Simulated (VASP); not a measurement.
**RbBr (strained zincblende): one r²SCAN single-point calculation in two programs**

```
Rb Br
1.0
     0.00000    4.02428    4.02428
     4.02428    0.00000    4.02428
     4.02428    4.02428    0.00000
Rb Br
1 1
Cartesian
  0.0000 0.0000 0.0000
  2.0121 2.0121 2.0121
```

Datasets and cutoffs are each program's own. VASP's cell holds 16 valence electrons and Ansatz's 16. Ansatz's stress includes a Pulay correction; VASP's doesn't.

Cutoffs: 520 eV in VASP, 500 eV in Ansatz. k meshes: 6×6×6 and 6×6×6.

```csv
,VASP,Ansatz
gap between bands v and c,4.52 eV,4.52 eV
least direct gap,4.56 eV,4.56 eV
pressure,-0.8 GPa,-0.8 GPa
```

Band v is the last that the valence electrons fill when counted band by band, and c is the next. Levels in eV from the top of v, Ansatz:

```csv
point,v−1,v,c,c+1
Γ,-0.04,-0.04,4.52,8.70
X,0.00,0.00,6.31,7.15
K,-0.06,0.00,6.45,7.18
L,-0.02,-0.02,6.63,6.74
W,-0.11,0.00,6.46,7.15
```

VASP:

```csv
point,v−1,v,c,c+1
Γ,-0.04,-0.04,4.52,8.70
X,0.00,0.00,6.31,7.15
K,-0.06,0.00,6.45,7.18
L,-0.02,-0.02,6.64,6.74
W,-0.11,0.00,6.46,7.15
```
